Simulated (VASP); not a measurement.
# Si: band structure with rSCAN

The system is Si.

```xyz
2
Lattice="0.0000 2.7219 2.7219 2.7219 0.0000 2.7219 2.7219 2.7219 0.0000" Properties=species:S:1:pos:R:3 pbc="T T T"
Si    2.7219    2.7219    2.7219
Si    4.0828    4.0828    4.0828
```

| Quantity | Value |
| --- | --- |
| Program | VASP 6.6.1 |
| Task | band structure |
| Functional | rSCAN |
| Potentials or basis | VASP PAW PBE potentials, release 64 (Si) |
| Cutoff | 520 eV |
| k mesh | 8 × 8 × 8 |
| Occupations | fermi-dirac, width 0.05 eV |
| Spin | no spin polarisation |
| Further INCAR settings | ALGO = Normal; EDIFF = 1e-06; NBANDS = 11 |

| Property | Result |
| --- | --- |
| Pressure | -0.4 GPa |
| Band gap on the k mesh | 0.82 eV, indirect (least direct gap 2.74 eV) |
| Band gap along the path | 0.78 eV, indirect (least direct gap 2.74 eV) |

Levels at the corners of the path, in eV from the valence-band top:
| point | band 1 | band 2 | band 3 | band 4 | band 5 | band 6 | band 7 | band 8 | band 9 |
| --- | --- | --- | --- | --- | --- | --- | --- | --- | --- |
| Γ | -12.47 | 0.00 | 0.00 | 0.00 | 2.74 | 2.74 | 2.74 | 3.83 | 8.13 |
| X | -8.13 | -8.13 | -2.99 | -2.99 | 0.93 | 0.93 | 10.77 | 10.77 | 11.60 |
| X | -8.13 | -8.13 | -2.99 | -2.99 | 0.93 | 0.93 | 10.77 | 10.77 | 11.60 |
| W | -7.97 | -7.97 | -3.99 | -3.99 | 4.60 | 4.60 | 5.38 | 5.38 | 11.22 |
| W | -7.97 | -7.97 | -3.99 | -3.99 | 4.60 | 4.60 | 5.38 | 5.38 | 11.22 |
| K | -8.57 | -7.52 | -4.45 | -2.54 | 1.44 | 4.46 | 7.93 | 8.54 | 8.80 |
| K | -8.57 | -7.52 | -4.45 | -2.54 | 1.44 | 4.46 | 7.93 | 8.54 | 8.80 |
| Γ | -12.47 | 0.00 | 0.00 | 0.00 | 2.74 | 2.74 | 2.74 | 3.83 | 8.13 |
| Γ | -12.47 | 0.00 | 0.00 | 0.00 | 2.74 | 2.74 | 2.74 | 3.83 | 8.13 |
| L | -10.04 | -7.23 | -1.27 | -1.27 | 1.83 | 3.59 | 3.59 | 8.33 | 11.15 |
| L | -10.04 | -7.23 | -1.27 | -1.27 | 1.83 | 3.59 | 3.59 | 8.33 | 11.15 |
| U | -8.57 | -7.52 | -4.45 | -2.54 | 1.44 | 4.46 | 7.93 | 8.54 | 8.80 |
| U | -8.57 | -7.52 | -4.45 | -2.54 | 1.44 | 4.46 | 7.93 | 8.54 | 8.80 |
| W | -7.97 | -7.97 | -3.99 | -3.99 | 4.60 | 4.60 | 5.38 | 5.38 | 11.22 |
| W | -7.97 | -7.97 | -3.99 | -3.99 | 4.60 | 4.60 | 5.38 | 5.38 | 11.22 |
| L | -10.04 | -7.23 | -1.27 | -1.27 | 1.83 | 3.59 | 3.59 | 8.33 | 11.15 |
| L | -10.04 | -7.23 | -1.27 | -1.27 | 1.83 | 3.59 | 3.59 | 8.33 | 11.15 |
| K | -8.57 | -7.52 | -4.45 | -2.54 | 1.44 | 4.46 | 7.93 | 8.54 | 8.80 |
| U | -8.57 | -7.52 | -4.45 | -2.54 | 1.44 | 4.46 | 7.93 | 8.54 | 8.80 |
| X | -8.13 | -8.13 | -2.99 | -2.99 | 0.93 | 0.93 | 10.77 | 10.77 | 11.60 |

It took 120 s on 1 thread of Intel(R) Xeon(R) 6975P-C (Granite Rapids) (shared host), peak memory 0.15 GiB.

Caveat: the PAW data sets were made with another functional, which shifts forces and pressure a little.
